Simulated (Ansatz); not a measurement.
PbS: single point with HSE06 form with a typed share of exact exchange

PbS:

```
Pb S
1.0
     3.65366    0.00000    0.00000
     0.00000    3.65366    0.00000
     0.00000    0.00000    3.65366
Pb S
1 1
Direct
  0.00000 0.00000 0.00000
  0.50000 0.50000 0.50000
```

Measurements of this composition are mostly on another form, of space group No. 225.

```yaml
Program: Ansatz 0.2.0
Task: single point
Functional: HSE06 form with a typed share of exact exchange
Potentials_or_basis: Ansatz PAW
Cutoff: "420 eV (not typed: the program's choice for these potentials)"
k_mesh: 4 × 4 × 4
Occupations: fermi-dirac, width 0.05 eV
Spin: no spin polarisation
```

The pressure is -1.9 GPa and the band gap on the k mesh is none (metal or under the smearing width).

Levels at points of the mesh, in eV from the Fermi level:
```
              k point  band 6  band 7  band 8  band 9  band 10  band 11  band 12  band 13  band 14
   (0.00, 0.00, 0.00)  -14.18   -6.96   -1.70   -1.70    -1.70     6.15     6.15     7.44     7.44
  (0.00, 0.00, -0.50)  -12.82   -9.54   -0.50   -0.50     0.08     0.82     4.61     4.61     7.47
 (0.00, -0.50, -0.50)  -12.00   -7.53   -4.75   -4.75    -0.27     4.97     4.97     6.76     7.97
(-0.50, -0.50, -0.50)  -11.75   -6.11   -2.55   -2.55    -2.55    -0.09    -0.09    -0.09    14.85
```

Run time: 16 s on 2 threads of Intel(R) Xeon(R) Processor @ 2.70GHz (shared host), peak memory 0.73 GiB.

Caveat: the k mesh is coarse (spacing up to 0.43 Å⁻¹), so the values aren't converged, least of all with exact exchange; the PAW data sets come from PBE, with cores solved anew for the run's functional, which leaves a small shift of forces and pressure; the thresholds are loose for stress. Spin-orbit coupling is left out, which matters for the levels of Pb.
